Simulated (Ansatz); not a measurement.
# Mg: response to strain

Mg is deformed so: zz strain of -1 %. What stress and forces result, by LAPW, PAW and all-electron datasets made for the crystal?

Program: Ansatz 0.2.0. Level of theory: DFT PBE, scalar-relativistic. These are calculated values, not measurements.

**1. The system as given**

Symmetry: P6_3/mmc, No. 194, hexagonal system. The conventional cell has a = 3.209 Å, b = 3.209 Å, c = 5.210 Å, α = 90.00°, β = 90.00°, γ = 120.00°. Mg (site symmetry -6m2) has 12 Mg at 3.20 to 3.21 Å as nearest neighbours.

Structure file:

```
CELL_PARAMETERS angstrom
3.20927 0.00000 0.00000
-1.60464 2.77931 0.00000
0.00000 0.00000 5.21033
ATOMIC_POSITIONS crystal
Mg 0.33333 0.66667 0.25000
Mg 0.66667 0.33333 0.75000
```

Atoms are numbered in the order of the input: Mg1, Mg2.

**2. The deformed structure**

Space group P6_3/mmc before, P6_3/mmc after.

**3. LAPW, all electrons**

input.yaml

```yaml
crystal:
  lattice:
    - [3.2092715325, 0.0, 0.0]
    - [-1.6046357662, 2.7793106748, 0.0]
    - [0.0, 0.0, 5.1582267]
  atoms:
    - { symbol: Mg, position: [0.3333333333, 0.6666666667, 0.25] }
    - { symbol: Mg, position: [0.6666666667, 0.3333333333, 0.75] }
kpoints:
  mp_grid: { grid: [12, 12, 7] }
  band_path:
    path:
      - [0.0, 0.0, 0.0]
      - [0.5, 0.0, 0.0]
      - [0.3333333333, 0.3333333333, 0.0]
      - [0.0, 0.0, 0.0]
      - [0.0, 0.0, 0.5]
      - [0.5, 0.0, 0.5]
      - [0.3333333333, 0.3333333333, 0.5]
      - [0.0, 0.0, 0.5]
      - [0.5, 0.0, 0.5]
    npoints: 5
scf:
  occupations: { method: fermi_dirac, width: 0.08 }
hamiltonian:
  xc: pbe
  pseudopotentials: { kind: all_electron, lapw: { basis_error: 0.0005 } }
output:
  forces: true
  stress: true
  eigenvalues: true
```

Run with:

```sh
ansatz run input.yaml --threads 1 --pin off --max-ram 3072MiB --backend cpu --events-out ev --progress --plain --runs-dir out
```

**4. PAW with frozen cores**

input.yaml

```yaml
crystal:
  lattice:
    - [3.2092715325, 0.0, 0.0]
    - [-1.6046357662, 2.7793106748, 0.0]
    - [0.0, 0.0, 5.1582267]
  atoms:
    - { symbol: Mg, position: [0.3333333333, 0.6666666667, 0.25] }
    - { symbol: Mg, position: [0.6666666667, 0.3333333333, 0.75] }
kpoints:
  mp_grid: { grid: [12, 12, 7] }
scf:
  occupations: { method: fermi_dirac, width: 0.08 }
hamiltonian:
  xc: pbe
  pseudopotentials: { kind: paw }
output:
  forces: true
  stress: true
  eigenvalues: true
  efg: { contact_densities: true }
  write_density: true
  write_potential: true
  elf: true
  volumetric_format: npy
```

**5. All-electron PAW on datasets made for the crystal**

Changes to input.yaml since step 4:

```diff
@@ -14,3 +14,3 @@
   xc: pbe
-  pseudopotentials: { kind: paw }
+  pseudopotentials: { kind: all_electron, datasets: crystal }
 output:
@@ -20,5 +20 @@
   efg: { contact_densities: true }
-  write_density: true
-  write_potential: true
-  elf: true
-  volumetric_format: npy
```

(Steps that only read results are left out.)

Q: Predict the outcome of this session. Wanted: pressure; largest shear or deviatoric stress.

The runs gave:

| quantity | value |
| --- | --- |
| pressure | LAPW -0.12, PAW -0.09, crystal datasets -0.12 GPa |
| largest shear or deviatoric stress (LAPW) | 0.13 GPa |

In words: The largest part of the stress beyond the pressure is 0.13 GPa in size, in the zz component; the atoms are carried along and not relaxed. No run of the undeformed cell stands beside it, so the pressure holds what the given cell had before the change. PAW: stress within 0.02 GPa of LAPW. Crystal datasets: stress within 0.01 GPa of LAPW.
